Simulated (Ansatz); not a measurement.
Starting structure of a cell relaxation (symmetry kept):

```cif
data_structure
_symmetry_space_group_name_H-M 'P 1'
_symmetry_Int_Tables_number 1
_cell_length_a 3.6046
_cell_length_b 3.6046
_cell_length_c 3.6046
_cell_angle_alpha 60.000
_cell_angle_beta 60.000
_cell_angle_gamma 60.000
_cell_volume 33.12
loop_
_atom_site_label
_atom_site_type_symbol
_atom_site_fract_x
_atom_site_fract_y
_atom_site_fract_z
_atom_site_occupancy
Hf1 Hf 0.00000 0.00000 0.00000 1
O1 O 0.25000 0.25000 0.25000 1
O2 O 0.75000 0.75000 0.75000 1
```

Level of theory: DFT PBEsol, scalar-relativistic, plane waves, PAW in Ansatz.

Plane waves to 420 eV, a k mesh through Γ of 8×8×8 on the computed 3-atom cell and Gaussian smearing (0.02 eV); no spin polarisation.

Task: What does it relax to?

Result: The volume decreases by 0.35 Å³/atom to 10.69 Å³/atom, and the energy falls by 8.7 meV/atom. Final structure:
```
CELL_PARAMETERS angstrom
0.00000 2.52191 2.52191
2.52191 0.00000 2.52191
2.52191 2.52191 0.00000
ATOMIC_POSITIONS crystal
Hf 0.00000 0.00000 0.00000
O 0.25000 0.25000 0.25000
O 0.75000 0.75000 0.75000
```

Spin–orbit coupling is left out, which can shift energies with elements as heavy as these.

This fluorite-type form isn't the usual stable structure of the compound.